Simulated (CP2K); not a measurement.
# W (Fm-3m) in CP2K: a series of runs

One crystal, W, is run at these levels: PBEsol, PBE; tasks: single point.

Everything below comes from runs of CP2K 2026.2. Logs are shortened: lines on timing, memory, paths and dates and some standing lists are left out, and cuts for length are marked.

### Step 1. Starting point

Symmetry: Fm-3m, No. 225, cubic system. Conventional cell: a = 4.060 Å, b = 4.060 Å, c = 4.060 Å, α = 90.00°, β = 90.00°, γ = 90.00°. Around W (site symmetry m-3m) lie 12 W at 2.87 Å.

This isn't the form of W at room conditions, which is bcc.

### Step 2. Single point, PBEsol

Contents of w_scf.inp:

```
&GLOBAL
  PROJECT w_scf
  RUN_TYPE ENERGY_FORCE
  PRINT_LEVEL LOW
&END GLOBAL
&FORCE_EVAL
  METHOD QS
  STRESS_TENSOR ANALYTICAL
  &DFT
    BASIS_SET_FILE_NAME BASIS_MOLOPT_UZH
    POTENTIAL_FILE_NAME POTENTIAL_UZH
    &MGRID
      CUTOFF 450
      REL_CUTOFF 60
      NGRIDS 5
    &END MGRID
    &QS
      METHOD GPW
      EPS_DEFAULT 1.0E-10
    &END QS
    &KPOINTS
      SCHEME MONKHORST-PACK 11 11 11
      GAMMA_CENTERED T
      SYMMETRY T
      SYMMETRY_BACKEND SPGLIB
    &END KPOINTS
    &SCF
      SCF_GUESS ATOMIC
      EPS_SCF 1.0E-6
      MAX_SCF 100
      ADDED_MOS 11
      CHOLESKY OFF
      EPS_EIGVAL 1.0E-7
      &DIAGONALIZATION ON
        ALGORITHM STANDARD
      &END DIAGONALIZATION
      &MIXING ON
        METHOD BROYDEN_MIXING
        ALPHA 0.4
        BETA 1.5
        NBUFFER 8
      &END MIXING
      &SMEAR ON
        METHOD GAUSSIAN
        SIGMA [eV] 0.02
      &END SMEAR
    &END SCF
    &XC
      &XC_FUNCTIONAL
        &GGA_X_PBE_SOL
        &END GGA_X_PBE_SOL
        &GGA_C_PBE_SOL
        &END GGA_C_PBE_SOL
      &END XC_FUNCTIONAL
    &END XC
    &PRINT
      &KPOINTS ON
      &END KPOINTS
      &MULLIKEN ON
      &END MULLIKEN
      &MO ON
        ENERGIES T
        OCCUPATION_NUMBERS T
        &EACH
          QS_SCF 0
        &END EACH
        ADD_LAST NUMERIC
      &END MO
    &END PRINT
  &END DFT
  &SUBSYS
    &CELL
      A 2.8708535316 0.0000000000 0.0000000000
      B 1.4354267658 2.4862320889 0.0000000000
      C 1.4354267658 0.8287440296 2.3440420929
      PERIODIC XYZ
    &END CELL
    &COORD
      W   0.0000000000 0.0000000000 0.0000000000
    &END COORD
    &KIND W
      BASIS_SET TZVP-MOLOPT-PBE-GTH-q14
      POTENTIAL GTH-PBE-q14
    &END KIND
    &PRINT
      &ATOMIC_COORDINATES ON
      &END ATOMIC_COORDINATES
      &CELL ON
      &END CELL
      &SYMMETRY ON
      &END SYMMETRY
    &END PRINT
  &END SUBSYS
  &PRINT
    &FORCES ON
    &END FORCES
    &STRESS_TENSOR ON
    &END STRESS_TENSOR
  &END PRINT
&END FORCE_EVAL
```

Potentials or basis: POTENTIAL_UZH W GTH-PBE-q14; TZVP-MOLOPT-PBE-GTH basis.

Launch:

```bash
> OMP_NUM_THREADS=1 cp2k.psmp -i w_scf.inp -o w_scf.out
```

w_scf.out:

```text

 CP2K| version string:                                       CP2K version 2026.2
 CP2K| Input file name                                                 w_scf.inp

 GLOBAL| Force Environment number                                              1
 GLOBAL| Basis set file name                                    BASIS_MOLOPT_UZH
 GLOBAL| Potential file name                                       POTENTIAL_UZH
 GLOBAL| MM Potential file name                                     MM_POTENTIAL
 GLOBAL| Coordinate file name                                      __STD_INPUT__
 GLOBAL| Method name                                                        CP2K
 GLOBAL| Project name                                                      w_scf
 GLOBAL| Run type                                                   ENERGY_FORCE
 GLOBAL| FFT library                                                       FFTW3
 GLOBAL| Diagonalization library                                       ScaLAPACK
 GLOBAL| Cholesky decomposition library                                ScaLAPACK
 GLOBAL| DGEMM library                                                      BLAS
 GLOBAL| Direct generalized diagonalization requested                          F
 GLOBAL| Matrix multiplication library                                 ScaLAPACK
 GLOBAL| Global print level                                                  LOW
 GLOBAL| Total number of message passing processes                             1
 GLOBAL| Number of threads for this process                                    1
 GLOBAL| CPU model name                                                  UNKNOWN

 CELL| Volume [angstrom^3]:                                            16.730854
 CELL| Vector a [angstrom]:       2.871     0.000     0.000   |a| =     2.870854
 CELL| Vector b [angstrom]:       1.435     2.486     0.000   |b| =     2.870854
 CELL| Vector c [angstrom]:       1.435     0.829     2.344   |c| =     2.870854
 CELL| Angle (b,c), alpha [degree]:                                    60.000000
 CELL| Angle (a,c), beta  [degree]:                                    60.000000
 CELL| Angle (a,b), gamma [degree]:                                    60.000000
 CELL| Numerically orthorhombic:                                              NO
 CELL| Periodicity                                                           XYZ

 CELL_REF| Volume [angstrom^3]:                                        16.730854
 CELL_REF| Vector a [angstrom     2.871     0.000     0.000   |a| =     2.870854
 CELL_REF| Vector b [angstrom     1.435     2.486     0.000   |b| =     2.870854
 CELL_REF| Vector c [angstrom     1.435     0.829     2.344   |c| =     2.870854
 CELL_REF| Angle (b,c), alpha [degree]:                                60.000000
 CELL_REF| Angle (a,c), beta  [degree]:                                60.000000
 CELL_REF| Angle (a,b), gamma [degree]:                                60.000000
 CELL_REF| Numerically orthorhombic:                                          NO
 CELL_REF| Periodicity                                                       XYZ

[... 120 lines left out ...]

 SCF WAVEFUNCTION OPTIMIZATION

  Step     Update method      Time    Convergence         Total energy    Change
  ------------------------------------------------------------------------------
     1 NoMix/Diag. 0.40E+00    9.6     1.62336340       -68.5010455019 -6.85E+01
     2 Broy./Diag. 0.40E+00    7.0     0.07763371       -68.7752139993 -2.74E-01
     3 Broy./Diag. 0.40E+00    6.9     0.13957997       -68.3218834240  4.53E-01
     4 Broy./Diag. 0.40E+00    6.9     0.00342880       -68.0469811949  2.75E-01
     5 Broy./Diag. 0.40E+00    6.9     0.00377148       -68.0532868332 -6.31E-03
     6 Broy./Diag. 0.40E+00    7.0     0.00025224       -68.0582809571 -4.99E-03
     7 Broy./Diag. 0.40E+00    7.1     0.00016608       -68.0585912653 -3.10E-04
     8 Broy./Diag. 0.40E+00    7.0     0.00004521       -68.0584488800  1.42E-04
     9 Broy./Diag. 0.40E+00    7.2     0.00001067       -68.0584322001  1.67E-05
    10 Broy./Diag. 0.40E+00    7.0     0.00000135       -68.0584357368 -3.54E-06
    11 Broy./Diag. 0.40E+00    7.0     0.00000025       -68.0584363350 -5.98E-07

  *** SCF run converged in    11 steps ***

  Electronic density on regular grids:        -14.0000000002       -0.0000000002
  Core density on regular grids:               13.9999999986       -0.0000000014
  Total charge density on r-space grids:       -0.0000000016
  Total charge density g-space grids:          -0.0000000016

  Overlap energy of the core charge distribution:               0.00000000027110
  Self energy of the core charge distribution:               -102.32782440337752
  Core Hamiltonian energy:                                     22.03912857951017
  Hartree energy:                                              19.82506132675175
  Exchange-correlation energy:                                 -7.59479787842637
  Smearing free energy correction:                             -0.00000395974529
  Fermi energy:                                                 0.53643215754493

  Total energy:                                               -68.05843633502248
  Total energy (extrapolated to sigma->0):                    -68.05843435514983

 MO| EIGENVALUES AND OCCUPATION NUMBERS FOR K POINT 1
 MO|
 MO|  Index      Eigenvalue [a.u.]        Eigenvalue [eV]             Occupation
 MO|      1              -2.154502             -58.626967               2.000000
 MO|      2              -0.875065             -23.811740               2.000000
 MO|      3              -0.840714             -22.876988               2.000000
 MO|      4              -0.840714             -22.876988               2.000000
 MO|      5               0.332028               9.034929               2.000000
 MO|      6               0.509677              13.869015               2.000000
[... 331 lines left out ...]
 MO|     17               1.662354              45.234964               0.000000
 MO|     18               1.761362              47.929101               0.000000
 MO| Sum:                                                              14.000000
 MO| E(Fermi):            0.536432 a.u.         14.597061 eV
 MO| Band gap:            0.111135 a.u.          3.024125 eV

 [... the levels of further k-points ...]

 !-----------------------------------------------------------------------------!
                     Mulliken Population Analysis

 #  Atom  Element  Kind  Atomic population                           Net charge
       1     W        1         14.000000                             -0.000000
 # Total charge                             14.000000                 -0.000000

 !-----------------------------------------------------------------------------!

 ENERGY| Total FORCE_EVAL ( QS ) energy [hartree]            -68.058436984220904

 FORCES| Atomic forces [hartree/bohr]
 FORCES|   Atom     x               y               z               |f|
 FORCES|      1  1.74341755E-14 -3.21260056E-14 -3.79194475E-14   5.26679714E-14
 FORCES| Sum     1.74341755E-14 -3.21260056E-14 -3.79194475E-14
 FORCES| Total atomic force                                       5.26679714E-14

 STRESS| Analytical stress tensor [bar]
 STRESS|                        x                   y                   z
 STRESS|      x       -1.31602171878E+05   2.70316562346E-02   1.26073859693E-03
 STRESS|      y        2.70316562346E-02  -1.31602291217E+05   2.49665658273E-01
 STRESS|      z        1.26073859693E-03   2.49665658273E-01  -1.31602893853E+05
 STRESS| 1/3 Trace                                            -1.31602452316E+05
 STRESS| Determinant                                          -2.27924991008E+15

 STRESS| Eigenvectors and eigenvalues of the analytical stress tensor [bar]
 STRESS|                        1                   2                   3
 STRESS| Eigenvalues  -1.31602983926E+05  -1.31602216259E+05  -1.31602156762E+05
 STRESS|      x           0.009837475926     -0.502880172004      0.864300154271
 STRESS|      y          -0.339391827067      0.811354759541      0.475937644961
 STRESS|      z           0.940593648600      0.298018433617      0.162691737458
```

Wall time 95 s (1 thread of Arm Neoverse V2, shared host); peak memory 0.29 GiB.

Results:

```yaml
Free_energy: -1851.9643 eV
Pressure: -13.2 GPa
Band_gap_on_the_k_mesh: none (metal or under the smearing width)
```

Levels at points of the mesh, in eV from the Fermi level:
| k point | band 3 | band 4 | band 5 | band 6 | band 7 | band 8 | band 9 | band 10 | band 11 | band 12 |
| --- | --- | --- | --- | --- | --- | --- | --- | --- | --- | --- |
| (0.00, 0.00, 0.00) | -37.33 | -37.33 | -8.95 | -0.54 | -0.54 | -0.54 | 2.54 | 2.54 | 13.53 | 18.72 |

Caveat: the potentials were made for another functional, which shifts forces and pressure; the basis of atomic orbitals isn't converged, which shifts pressures, moduli and gaps.

### Step 3. Single point, PBE

w_scf.inp, as its differences from that of step 2:

```diff
@@ -44,3 +44,3 @@
         METHOD GAUSSIAN
-        SIGMA [eV] 0.02
+        SIGMA [eV] 0.1
       &END SMEAR
@@ -49,6 +49,6 @@
       &XC_FUNCTIONAL
-        &GGA_X_PBE_SOL
-        &END GGA_X_PBE_SOL
-        &GGA_C_PBE_SOL
-        &END GGA_C_PBE_SOL
+        &GGA_X_PBE
+        &END GGA_X_PBE
+        &GGA_C_PBE
+        &END GGA_C_PBE
       &END XC_FUNCTIONAL
@@ -72,5 +72,4 @@
     &CELL
-      A 2.8708535316 0.0000000000 0.0000000000
-      B 1.4354267658 2.4862320889 0.0000000000
-      C 1.4354267658 0.8287440296 2.3440420929
+      ABC 2.8708535316 2.8708535316 2.8708535316
+      ALPHA_BETA_GAMMA 60.0000000006 59.9999999999 59.9999999999
       PERIODIC XYZ
@@ -78,2 +77,3 @@
     &COORD
+      SCALED
       W   0.0000000000 0.0000000000 0.0000000000
@@ -89,4 +89,2 @@
       &END CELL
-      &SYMMETRY ON
-      &END SYMMETRY
     &END PRINT
```

Potentials or basis: POTENTIAL_UZH W GTH-PBE-q14; TZVP-MOLOPT-PBE-GTH basis.

Launch:

```bash
> OMP_NUM_THREADS=1 cp2k.psmp -i w_scf.inp -o w_scf.out
```

Run time: 95 s. Hardware: 1 thread of Arm Neoverse V2, shared host; peak memory 0.28 GiB.

Results (log left out):

* Free energy: -1854.0255 eV
* Pressure: -6.7 GPa
* Band gap on the k mesh: none (metal or under the smearing width)

Levels at points of the mesh, in eV from the Fermi level:
| k point | band 3 | band 4 | band 5 | band 6 | band 7 | band 8 | band 9 | band 10 | band 11 | band 12 |
| --- | --- | --- | --- | --- | --- | --- | --- | --- | --- | --- |
| (0.00, 0.00, 0.00) | -37.52 | -37.52 | -8.89 | -0.54 | -0.54 | -0.54 | 2.53 | 2.53 | 13.58 | 18.80 |

Caveat: the basis of atomic orbitals isn't converged, which shifts pressures, moduli and gaps. Spin-orbit coupling is left out, which matters for the levels of W.

### Step 4. Single point, PBE

w_scf.inp, as its differences from that of step 3:

```diff
@@ -44,3 +44,3 @@
         METHOD GAUSSIAN
-        SIGMA [eV] 0.1
+        SIGMA [eV] 0.02
       &END SMEAR
@@ -72,4 +72,5 @@
     &CELL
-      ABC 2.8708535316 2.8708535316 2.8708535316
-      ALPHA_BETA_GAMMA 60.0000000006 59.9999999999 59.9999999999
+      A 2.8708535316 0.0000000000 0.0000000000
+      B 1.4354267658 2.4862320889 0.0000000000
+      C 1.4354267658 0.8287440296 2.3440420929
       PERIODIC XYZ
@@ -77,3 +78,2 @@
     &COORD
-      SCALED
       W   0.0000000000 0.0000000000 0.0000000000
```

Launch:

```bash
> OMP_NUM_THREADS=1 cp2k.psmp -i w_scf.inp -o w_scf.out
```

Run time: 100 s. Hardware: 1 thread of Arm Neoverse V2, shared host; peak memory 0.29 GiB.

Results (log left out):

| Item | Value |
| --- | --- |
| Free energy | -1854.0234 eV |
| Pressure | -6.8 GPa |
| Band gap on the k mesh | none (metal or under the smearing width) |

Levels at points of the mesh, in eV from the Fermi level:
```tsv
k point	band 3	band 4	band 5	band 6	band 7	band 8	band 9	band 10	band 11	band 12
(0.00, 0.00, 0.00)	-37.53	-37.53	-8.89	-0.54	-0.54	-0.54	2.53	2.53	13.58	18.80
```

Caveat: the basis of atomic orbitals isn't converged, which shifts pressures, moduli and gaps. Spin-orbit coupling is left out, which matters for the levels of W.

### Step 5. The runs side by side

| level | smearing | gap on the mesh (eV) | pressure (GPa) |
| --- | --- | --- | --- |
| PBEsol | gaussian 0.02 eV | none | -13.2 |
| PBE | gaussian 0.1 eV | none | -6.7 |
| PBE | gaussian 0.02 eV | none | -6.8 |

Alike in all rows: task single point; potentials or basis POTENTIAL_UZH W GTH-PBE-q14; TZVP-MOLOPT-PBE-GTH basis; no spin polarisation; cell as given; k mesh 11 × 11 × 11.

Caveats: the basis of atomic orbitals isn't converged, which shifts pressures, moduli and gaps; the potentials were made for another functional, which shifts forces and pressure (some runs).

Absolute energies hang on the potentials; compare differences alone.
